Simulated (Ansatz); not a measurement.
Here is an Ansatz 0.2.0 calculation.

The input input.yaml:

```yaml
crystal:
  lattice:
    - [0.0, 2.1839935596, 2.1839935596]
    - [2.1839935596, 0.0, 2.1839935596]
    - [2.1839935596, 2.1839935596, 0.0]
  atoms:
    - { symbol: Al, position: [0.0, 0.0, 0.0] }
    - { symbol: "N", position: [0.25, 0.25, 0.25] }
hamiltonian:
  xc: pbe
  pseudopotentials: { kind: nc, source: spms }
kpoints:
  mp_grid: { grid: [10, 10, 10] }
  band_path:
    path:
      - [[0.0, 0.0, 0.0], [0.5, 0.0, 0.5], [0.5, 0.25, 0.75], [0.375, 0.375, 0.75], [0.0, 0.0, 0.0], [0.5, 0.5, 0.5], [0.625, 0.25, 0.625], [0.5, 0.25, 0.75], [0.5, 0.5, 0.5], [0.375, 0.375, 0.75]]
      - [[0.625, 0.25, 0.625], [0.5, 0.0, 0.5]]
    npoints: 14
scf:
  occupations: { method: fermi_dirac, width: 0.05 }
  n_extra_bands: 6
output:
  forces: true
  stress: true
  eigenvalues: true
  fatbands: false
  write_density: true
  write_potential: true
  elf: true
  volumetric_format: npy
```

Potentials or basis: SPMS NC.

The run is started by

```sh
$ ansatz run input.yaml --threads 2 --pin off --max-ram 5120MiB --backend cpu --events-out ev --progress --plain --runs-dir out
```

Question: Estimate the band gap along the path.

Answer: 3.32 eV, indirect (least direct gap 4.21 eV).

Question: What does it give for the pressure?

Answer: 4.9 GPa.

Question: What does it give for the band gap on the k mesh?

Answer: 3.32 eV, indirect (least direct gap 4.21 eV).

Levels at the corners of the path, in eV from the valence-band top:
| point | band 2 | band 3 | band 4 | band 5 | band 6 | band 7 |
| --- | --- | --- | --- | --- | --- | --- |
| Γ | 0.00 | 0.00 | 0.00 | 4.21 | 12.59 | 12.59 |
| X | -4.90 | -1.78 | -1.78 | 3.32 | 8.65 | 13.93 |
| W | -3.77 | -3.44 | -2.70 | 6.05 | 11.45 | 11.99 |
| K | -4.25 | -3.64 | -1.37 | 5.17 | 10.13 | 13.06 |
| Γ | 0.00 | 0.00 | 0.00 | 4.21 | 12.59 | 12.59 |
| L | -5.86 | -0.48 | -0.48 | 7.40 | 9.86 | 11.17 |
| U | -4.25 | -3.64 | -1.37 | 5.17 | 10.13 | 13.06 |
| W | -3.77 | -3.44 | -2.70 | 6.05 | 11.45 | 11.99 |
| L | -5.86 | -0.48 | -0.48 | 7.40 | 9.86 | 11.17 |
| K | -4.25 | -3.64 | -1.37 | 5.17 | 10.13 | 13.06 |
| U | -4.25 | -3.64 | -1.37 | 5.17 | 10.13 | 13.06 |
| X | -4.90 | -1.78 | -1.78 | 3.32 | 8.65 | 13.93 |

Expect the measured gap to be larger: semilocal functionals such as PBE lack the derivative discontinuity.
